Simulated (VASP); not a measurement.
O2SnH2: atomic charges with PBE+TS

The system is O2SnH2, in a box.

```
CELL_PARAMETERS angstrom
13.00000 0.00000 0.00000
0.00000 11.00000 0.00000
0.00000 0.00000 11.00000
ATOMIC_POSITIONS crystal
O 0.43834 0.52938 0.44868
O 0.63419 0.51348 0.56230
Sn 0.50223 0.42741 0.57729
H 0.36781 0.51271 0.42890
H 0.63153 0.57641 0.50145
```

* Program: VASP 6.6.1
* Task: atomic charges
* Functional: PBE
* Dispersion: TS
* Potentials or basis: VASP PAW PBE potentials, release 64 (O, Sn_d, H)
* Cutoff: 520 eV
* k mesh: 1 × 1 × 1
* Occupations: gaussian, width 0.01 eV
* Spin: no spin polarisation
* Further INCAR settings: ALGO = Fast; EDIFF = 1e-07

```
Largest force                                         : 0.907 eV/Å
Gap between the frontier levels                       : 3.69 eV
Valence electrons inside the program's atomic spheres : O 5.10; Sn 12.28; H 0.77, 0.76
Hirshfeld charges                                     : O -0.35; Sn +0.46; H +0.12, +0.13 e
Dispersion energy per atom                            : -0.002 eV
```

Forces on the atoms (eV/Å):
```
O    0.311  0.457 -0.300
O    0.607 -0.121  0.373
Sn  -0.318 -0.680  0.508
H   -0.608 -0.109 -0.154
H    0.007  0.453 -0.427
```

Levels at points of the mesh, in eV from the valence-band top:
| k point | band 10 | band 11 | band 12 | band 13 | band 14 | band 15 | band 16 | band 17 | band 18 |
| --- | --- | --- | --- | --- | --- | --- | --- | --- | --- |
| (0.00, 0.00, 0.00) | -2.75 | -1.29 | -1.25 | -0.55 | 0.00 | 3.69 | 5.14 | 5.62 | 6.10 |

Run time: 3.7 min on 1 thread of Intel(R) Xeon(R) Platinum 8488C (Sapphire Rapids), with other jobs on the host, peak memory 1.2 GiB.

Caveat: spin-orbit coupling is left out, which moves the levels of the heavy elements. A hybrid or GW would open this gap; PBE tends to underestimate it.
